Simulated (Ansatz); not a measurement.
Runs of Ansatz 0.2.0 on GaN. The structure is cubic, space group Fm-3m (No. 225). Conventional cell: a = 4.270 Å, b = 4.270 Å, c = 4.270 Å, α = 90.00°, β = 90.00°, γ = 90.00°. Ga (site symmetry m-3m) is surrounded by 6 N at 2.14 Å. N (site symmetry m-3m) has 6 Ga at 2.14 Å as nearest neighbours. Measurements of this composition are mostly on another form, of space group No. 186.

```csv
task,level,cell,smearing,gap on the mesh (eV),pressure (GPa),relaxed volume (Å³/atom)
single point,PBE,as given,gaussian 0.023 eV,0.55,-0.3,-
relaxation of cell and atoms,RPBE+D3(BJ),relaxed,fermi-dirac 0.05 eV,1.26,0.0,8.85
single point,PBE,as given,gaussian 0.016 eV,0.55,-0.3,-
single point,PBE,as given,gaussian 0.027 eV,0.55,-0.3,-
single point,PBE,as given,gaussian 0.022 eV,0.55,-0.3,-
single point,PBE,as given,gaussian 0.014 eV,0.55,-0.3,-
single point,PBE,as given,gaussian 0.025 eV,0.55,-0.3,-
relaxation of cell and atoms,PBEsol+D3(BJ),relaxed,fermi-dirac 0.05 eV,(a),0.0,9.20
```

Alike in all rows: potentials or basis Ansatz PAW; no spin polarisation; k mesh 11 × 11 × 11; cutoff (eV) 420.

Question: Fill in the values left out.

Answer: (a) 0.82.

Caveats: odd divisions of the mesh miss points on the zone boundary, where band edges often lie, so the gap on the mesh can be too wide; the plane-wave basis is chosen anew once the cell has moved, so the energies of steps on either side of that aren't comparable (some runs); the PAW data sets come from PBE, with cores solved anew for the run's functional, which leaves a small shift of forces and pressure (some runs).

A k mesh can miss the band edges, and the runs leave out spin-orbit coupling on Ga.
